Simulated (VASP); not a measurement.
# Ge (Fd-3m) in VASP: further runs

One crystal, Ge, is run at these levels: PBE; tasks: single point.

All numbers are computed with VASP 6.6.1; they aren't measurements. Logs are shortened: lines on timing, memory, paths and dates and some standing lists are left out, and cuts for length are marked.

### Step 1. The undisturbed crystal

It takes space group Fd-3m (No. 227, cubic). The conventional cell has a = 5.658 Å, b = 5.658 Å, c = 5.658 Å, α = 90.00°, β = 90.00°, γ = 90.00°. Around Ge (site symmetry -43m) lie 4 Ge at 2.45 Å.

### Step 2. Single point, PBE (a relaxed cell with its volume scaled by 0.91)

INCAR

```
SYSTEM = Ge
PREC = Accurate
ENCUT = 350
EDIFF = 1E-7
ISMEAR = 0
SIGMA = 0.02
LREAL = .False.
LASPH = .True.
NELM = 100
ALGO = Normal
ISIF = 2
LWAVE = .False.
LCHARG = .False.
GGA = PE
NBANDS = 21
```

KPOINTS

```
Automatic mesh
0
Gamma
  10 10 10
  0 0 0
```

POSCAR

```
Ge                                      
1.0
    0.0000000000      2.7899272874      2.7899272874
    2.7899272874      0.0000000000      2.7899272874
    2.7899272874      2.7899272874      0.0000000000
  Ge            
     2
Direct
     0.0000000000000000    0.0000000000000000    0.0000000000000000
     0.2500000000000000    0.2500000000000000    0.2500000000000000
```

Potentials or basis: VASP PAW PBE potentials, release 64 (Ge_d).

The run is started by

```sh
> cat potpaw_PBE.64/Ge_d/POTCAR > POTCAR
> mpirun -np 1 vasp_std > vasp.out
```

OUTCAR:

```text
SYSTEM = Ge
   PREC = Accurate
   ENCUT = 350
   EDIFF = 1E-7
   ISMEAR = 0
   LREAL = .False.
   LASPH = .True.
   NELM = 100
   ISIF = 2
   GGA = PE

 ion  position               nearest neighbor table
   1  0.000  0.000  0.000-   2 2.42   2 2.42   2 2.42   2 2.42
   2  0.250  0.250  0.250-   1 2.42   1 2.42   1 2.42   1 2.42

  LATTYP: Found a face centered cubic cell.
 ALAT       =     5.5798545748

  Lattice vectors:

 A1 = (   0.0000000000,   2.7899272874,   2.7899272874)
 A2 = (   2.7899272874,   0.0000000000,   2.7899272874)
 A3 = (   2.7899272874,   2.7899272874,   0.0000000000)

Analysis of symmetry for initial positions (statically):
=====================================================================
 Subroutine PRICEL returns:
 Original cell was already a primitive cell.

 Routine SETGRP: Setting up the symmetry group for a
 face centered cubic supercell.

 Subroutine GETGRP returns: Found 48 space group operations
 (whereof 24 operations were pure point group operations)
 out of a pool of 48 trial point group operations.

The static configuration has the point symmetry T_d .
 The point group associated with its full space group is O_h .

Analysis of symmetry for dynamics (positions and initial velocities):
=====================================================================
 Subroutine PRICEL returns:
 Original cell was already a primitive cell.

 Routine SETGRP: Setting up the symmetry group for a
 face centered cubic supercell.

 Subroutine GETGRP returns: Found 48 space group operations
 (whereof 24 operations were pure point group operations)
 out of a pool of 48 trial point group operations.

The dynamic configuration has the point symmetry T_d .
 The point group associated with its full space group is O_h .

 Subroutine INISYM returns: Found 48 space group operations
 (whereof 24 operations are pure point group operations),
 and found     1 'primitive' translations

----------------------------------------------------------------------------------------

                                     Primitive cell

  volume of cell :      43.4319

  direct lattice vectors                    reciprocal lattice vectors
     0.000000000  2.789927287  2.789927287    -0.179216140  0.179216140  0.179216140
[... 74 lines left out ...]
   NGX,Y,Z   is equivalent  to a cutoff of  10.11, 10.11, 10.11 a.u.
   NGXF,Y,Z  is equivalent  to a cutoff of  20.22, 20.22, 20.22 a.u.
 SYSTEM =  Ge
   PREC   = accura    normal or accurate (medium, high low for compatibility)
   ISTART =      0    job   : 0-new  1-cont  2-samecut
   ICHARG =      2    charge: 1-file 2-atom 10-const
   ISPIN  =      1    spin polarized calculation?
   LNONCOLLINEAR =      F non collinear calculations
   LSORBIT =      F    spin-orbit coupling
   LASPH  =      T    aspherical Exc in radial PAW
   ENCUT  =  350.0 eV  25.72 Ry    5.07 a.u.   6.02  6.02  6.02*2*pi/ulx,y,z
   NELM   =    100;   NELMIN=  2; NELMDL= -5     # of ELM steps
   EDIFF  = 0.1E-06   stopping-criterion for ELM
   LREAL  =      F    real-space projection
   EDIFFG = 0.1E-05   stopping-criterion for IOM
   NSW    =      0    number of steps for IOM
   IBRION =     -1    ionic relax: 0-MD 1-quasi-New 2-CG
   NFREE  =      0    steps in history (QN), initial steepest desc. (CG)
   ISIF   =      2    stress and relaxation
   ISYM   =      2    0-nonsym 1-usesym 2-fastsym
   POTIM  = 0.5000    time-step for ionic-motion
   TEBEG  =    0.0;   TEEND  =   0.0 temperature during run
   PSTRESS=    0.0 pullay stress
   NELECT =      28.0000    total number of electrons
   NUPDOWN=      -1.0000    fix difference up-down
   EMIN   =  10.00;   EMAX   =-10.00  energy-range for DOS
   EFERMI =   0.00;   METHOD = LEGACY
   ISMEAR =     0;   SIGMA  =   0.02  broadening in eV -4-tet -1-fermi 0-gaus
   EFERMI_NEDOS =   21; number of points for ismear=-14 and -15
   IALGO  =     38    algorithm
   IMIX   =      4    mixing-type and parameters
     AMIX     =   0.40;   BMIX     =  1.00
     AMIX_MAG =   1.60;   BMIX_MAG =  1.00
  volume/ion in A,a.u.               =      21.72       146.55
  Fermi-wavevector in a.u.,A,eV,Ry     =   1.414245  2.672535 27.212858  2.000089
  Thomas-Fermi vector in A             =   2.535807
   LORBIT       =      0    0 simple, 1 ext, 2 COOP (PROOUT), +10 PAW based schemes
   GGA     = PE    functional components
   LHFCALC =     F    Hartree Fock is set to
   AEXX    =    0.0000 exact exchange contribution
   IVDW    =     0    specifies the selected vdW correction
   LEPSILON=     F    determine dielectric tensor
   LRPA    =     F    only Hartree local field effects (RPA)
 non-spin polarized calculation
 Gauss-broadening in eV      SIGMA  =   0.02
  energy-cutoff  :      350.00
  volume of cell :       43.43
 maximum number of plane-waves:       659
   NGX = 13   NGY = 13   NGZ = 13

 number of electron      27.9999953 magnetization

 Free energy of the ion-electron system (eV)
  ---------------------------------------------------
  ext. energy  EPLUGINS =         0.00000000
  ---------------------------------------------------
  free energy    TOTEN  =        -8.94880324 eV

  energy without entropy =       -8.94880324  energy(sigma->0) =       -8.94880324

 E-fermi :   5.5704     XC(G=0): -10.1238

 val. band max:        5.4067347701   @ k =   0.0000   0.0000   0.0000
 cond. band min:       5.7227759798   @ k =   0.5000   0.0000   0.0000
 fundamental gap:      0.3160412097
 Fermi energy:         5.5704106717

 k-point     1 :       0.0000    0.0000    0.0000
  band No.  band energies     occupation
      1     -19.4553      2.00000
      2     -19.4553      2.00000
      3     -19.4553      2.00000
      4     -19.4157      2.00000
      5     -19.4157      2.00000
      6     -19.1815      2.00000
[... 565 lines left out ...]
     20      17.3596      0.00000
     21      17.3647      0.00000

 [... further k-points ...]
[... 5 lines left out ...]
  --------------------------------------------------------------------------------------
  -------------------------------------------------------------------------------------
  Total        1.9020556      1.9020556      1.9020556     -0.0000000      0.0000000      0.0000000
  in kB       70.1657448     70.1657448     70.1657448     -0.0000000      0.0000000      0.0000000
  external PRESSURE =      70.1657448 kB  Pullay stress =       0.0000000 kB

 VOLUME and BASIS-vectors are now :
 -----------------------------------------------------------------------------
  energy-cutoff  :      350.00
  volume of cell :       43.43
      direct lattice vectors                 reciprocal lattice vectors
     0.000000000  2.789927287  2.789927287    -0.179216140  0.179216140  0.179216140
     2.789927287  0.000000000  2.789927287     0.179216140 -0.179216140  0.179216140
     2.789927287  2.789927287  0.000000000     0.179216140  0.179216140 -0.179216140

 POSITION                                       TOTAL-FORCE (eV/Angst)
 -----------------------------------------------------------------------------------
      0.00000      0.00000      0.00000        -0.000000     -0.000000     -0.000000
      1.39496      1.39496      1.39496         0.000000      0.000000      0.000000
 -----------------------------------------------------------------------------------
    total drift:                               -0.000000      0.000000      0.000000

  FREE ENERGIE OF THE ION-ELECTRON SYSTEM (eV)
  ---------------------------------------------------
  free  energy   TOTEN  =        -8.9488032409 eV

  energy  without entropy=       -8.9488032409  energy(sigma->0) =       -8.94880324
```

OSZICAR:

```text
N       E                     dE             d eps       ncg     rms          rms(c)
DAV:   1     0.167300483602E+03    0.16730E+03   -0.11842E+04  2222   0.303E+03
DAV:   2     0.140920048092E+02   -0.15321E+03   -0.14883E+03  1994   0.531E+02
DAV:   3    -0.839347125131E+01   -0.22485E+02   -0.22368E+02  2254   0.128E+02
DAV:   4    -0.903729810033E+01   -0.64383E+00   -0.64358E+00  2224   0.261E+01
DAV:   5    -0.904693118033E+01   -0.96331E-02   -0.96329E-02  2232   0.336E+00    0.338E+00
DAV:   6    -0.898085343552E+01    0.66078E-01   -0.21668E-02  2281   0.122E+00    0.201E+00
DAV:   7    -0.894696285923E+01    0.33891E-01   -0.52681E-02  2323   0.183E+00    0.147E-01
DAV:   8    -0.894866255736E+01   -0.16997E-02   -0.52758E-03  2189   0.746E-01    0.443E-02
DAV:   9    -0.894879533225E+01   -0.13277E-03   -0.19321E-04  2258   0.158E-01    0.149E-02
DAV:  10    -0.894880188509E+01   -0.65528E-05   -0.19145E-05  2480   0.542E-02    0.655E-03
DAV:  11    -0.894880309455E+01   -0.12095E-05   -0.34693E-06  2159   0.244E-02    0.149E-03
DAV:  12    -0.894880324972E+01   -0.15517E-06   -0.14808E-07  1828   0.280E-03    0.449E-04
DAV:  13    -0.894880324092E+01    0.88012E-08   -0.16501E-08  1342   0.189E-03
   1 F= -.89488032E+01 E0= -.89488032E+01  d E =-.281183E-29
```

It took 9.4 s on 1 thread of Intel Xeon 6975P-C (Granite Rapids), shared host; peak memory 0.14 GiB.

What came out:

```
Free energy            : -8.9488 eV
Band gap on the k mesh : 0.32 eV, indirect (least direct gap 0.42 eV)
```

Levels at points of the mesh, in eV from the valence-band top:
```csv
k point,band 12,band 13,band 14,band 15,band 16,band 17
"(0.00, 0.00, 0.00)",0.00,0.00,0.00,0.42,2.57,2.57
"(0.50, 0.00, 0.00)",-7.80,-1.47,-1.47,0.32,3.77,3.77
"(0.50, 0.50, 0.00)",-9.05,-3.22,-3.22,0.70,0.70,9.87
```

Caveat: the cutoff is under 1.25 times the usual one of these potentials, so pressure, stress and relaxed cells hold a basis-set (Pulay) error. A k mesh can miss the band edges.

### Step 3. Single point, PBE (a relaxed cell with its volume scaled by 1.09)

INCAR is that of step 2.

KPOINTS is that of step 2.

POSCAR

```
Ge                                      
1.0
    0.0000000000      2.9629290576      2.9629290576
    2.9629290576      0.0000000000      2.9629290576
    2.9629290576      2.9629290576      0.0000000000
  Ge            
     2
Direct
     0.0000000000000000    0.0000000000000000    0.0000000000000000
     0.2500000000000000    0.2500000000000000    0.2500000000000000
```

Potentials or basis: VASP PAW PBE potentials, release 64 (Ge_d).

The run is started by

```sh
> cat potpaw_PBE.64/Ge_d/POTCAR > POTCAR
> mpirun -np 1 vasp_std > vasp.out
```

Wall time 15 s (1 thread of Intel Xeon 6975P-C (Granite Rapids), shared host); peak memory 0.15 GiB.

It converged, with:

```
Free energy            : -8.9777 eV
Band gap on the k mesh : none (metal or under the smearing width)
```

Levels at points of the mesh, in eV from the Fermi level:
| k point | band 12 | band 13 | band 14 | band 15 | band 16 | band 17 |
| --- | --- | --- | --- | --- | --- | --- |
| (0.00, 0.00, 0.00) | -1.00 | 0.17 | 0.17 | 0.17 | 2.65 | 2.65 |
| (0.50, 0.00, 0.00) | -6.87 | -1.03 | -1.03 | -0.03 | 3.82 | 3.82 |
| (0.50, 0.50, 0.00) | -8.24 | -2.45 | -2.45 | 1.07 | 1.07 | 8.58 |

Caveat: the cutoff is under 1.25 times the usual one of these potentials, so pressure, stress and relaxed cells hold a basis-set (Pulay) error.
